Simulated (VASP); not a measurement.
# KMgF₃: forms and broadenings of the independent-particle spectrum

KMgF₃, Pm-3m (no. 221), 5 atoms in the cell. PBE, independent-particle dielectric function; PAW potentials K_sv, Mg, F (PBE set).

## Input

INCAR.step1:
```
PREC     = Accurate       # precision mode
ENCUT    = 460            # plane-wave cutoff, eV
ISMEAR   = 0              # smearing method
SIGMA    = 0.02           # smearing width, eV
EDIFF    = 1E-8           # SCF threshold, eV
LASPH    = T              # aspherical terms in the spheres
KPAR     = 4            
LWAVE    = F              # write WAVECAR
LCHARG   = F              # write CHGCAR
LEPSILON = T              # dielectric tensor by DFPT
```

INCAR.step2, as INCAR.step1 but for:
```
- LWAVE = F
- LEPSILON = T
+ LWAVE = T
+ NBANDS = 72
```

INCAR.step3, as INCAR.step2 but for:
```
- EDIFF = 1E-8
- LWAVE = T
+ EDIFF = 1E-7
+ LWAVE = F
+ LOPTICS = T
+ NEDOS = 2000
+ CSHIFT = 0.1
+ ALGO = None
+ NELM = 1
+ ISTART = 1
```

INCAR.step4, as INCAR.step3 but for:
```
+ LNABLA = T
```

INCAR.step5, as INCAR.step4 but for:
```
- LNABLA = T
+ LPEAD = T
+ IPEAD = 1
```

INCAR.step6, as INCAR.step5 but for:
```
- IPEAD = 1
+ IPEAD = 3
```

INCAR.step7 changes the same tag again: IPEAD = 4.

INCAR.step8, as INCAR.step7 but for:
```
- CSHIFT = 0.1
- LPEAD = T
- IPEAD = 4
+ CSHIFT = 0.01
```

INCAR.step9, as INCAR.step8 but for:
```
- CSHIFT = 0.01
+ CSHIFT = 0.3
```

INCAR.step10 changes the same tag again: CSHIFT = 0.03.

INCAR.step11, as INCAR.step10 but for:
```
- ISMEAR = 0
- CSHIFT = 0.03
+ ISMEAR = -5
+ CSHIFT = 0.1
```

INCAR.step12, as INCAR.step11 but for:
```
- ISMEAR = -5
- SIGMA = 0.02
+ ISMEAR = 0
+ SIGMA = 0.2
```

INCAR.step13, as INCAR.step12 but for:
```
- SIGMA = 0.2
+ SIGMA = 0.02
+ OMEGAMAX = 12
```

INCAR.step14, as INCAR.step13 but for:
```
- OMEGAMAX = 12
+ OMEGAMAX = 60
```

KPOINTS:
```
k-points
0
Gamma
  8 8 8
```

POSCAR:
```
KMgF3
1.0
    3.9859000000      0.0000000000      0.0000000000
    0.0000000000      3.9859000000      0.0000000000
    0.0000000000      0.0000000000      3.9859000000
K Mg F
1 1 3
Direct
    0.5000000000      0.5000000000      0.5000000000
    0.0000000000      0.0000000000      0.0000000000
    0.0000000000      0.0000000000      0.5000000000
    0.0000000000      0.5000000000      0.0000000000
    0.5000000000      0.0000000000      0.0000000000
```

Commands (each step's output is kept before the next begins):
```
cat potpaw_PBE.64/K_sv/POTCAR potpaw_PBE.64/Mg/POTCAR potpaw_PBE.64/F/POTCAR > POTCAR
cp INCAR.step1 INCAR
mpirun -np 4 vasp_std > vasp.out
rm WAVECAR CHG
cp INCAR.step2 INCAR
mpirun -np 4 vasp_std > vasp.out
cp INCAR.step3 INCAR
mpirun -np 4 vasp_std > vasp.out
cp INCAR.step4 INCAR
mpirun -np 4 vasp_std > vasp.out
cp INCAR.step5 INCAR
mpirun -np 4 vasp_std > vasp.out
cp INCAR.step6 INCAR
mpirun -np 4 vasp_std > vasp.out
cp INCAR.step7 INCAR
mpirun -np 4 vasp_std > vasp.out
cp INCAR.step8 INCAR
mpirun -np 4 vasp_std > vasp.out
cp INCAR.step9 INCAR
mpirun -np 4 vasp_std > vasp.out
cp INCAR.step10 INCAR
mpirun -np 4 vasp_std > vasp.out
cp INCAR.step11 INCAR
mpirun -np 4 vasp_std > vasp.out
cp INCAR.step12 INCAR
mpirun -np 4 vasp_std > vasp.out
cp INCAR.step13 INCAR
mpirun -np 4 vasp_std > vasp.out
cp INCAR.step14 INCAR
mpirun -np 4 vasp_std > vasp.out
```

## Result

- Direct gap on the mesh (eV): 7.63
- Gap on the mesh (eV): 7.31
- Bands: 72

One ground state, settings moved in the last step alone:

| Settings | ε at zero frequency | Mean energy of the absorption, weighted by Im ε (eV) | Time (s) |
|---|---|---|---|
| longitudinal form, CSHIFT 0.1 | 2.12 | 14.75 | 5 |
| transversal form (LNABLA) | 2.05 | 14.67 | 6 |
| finite differences (LPEAD), order 1 | 2.11 | 14.78 | 7 |
| finite differences (LPEAD), order 3 | 2.12 | 14.75 | 11 |
| finite differences (LPEAD), order 4 | 2.12 | 14.75 | 15 |
| CSHIFT 0.01 | 2.12 | 14.74 | 4 |
| CSHIFT 0.3 | 2.12 | 14.68 | 5 |
| CSHIFT 0.03 | 2.12 | 14.74 | 4 |
| tetrahedron method | 2.12 | 14.77 | 5 |
| SIGMA 0.2 | 2.12 | 14.75 | 5 |
| OMEGAMAX 12, which cuts the spectrum short | 1.30 | – | 4 |
| OMEGAMAX 60 | 2.12 | 14.75 | 4 |

The mean energy covers the spectrum up to 20 eV.

On the same mesh, density-functional perturbation theory with local fields gives ε = 2.07.

VASP 6.6.1 took 331 s on 4 cores (Intel Xeon Platinum 8259CL @ 2.50GHz (Skylake/Cascade Lake)), a shared host.
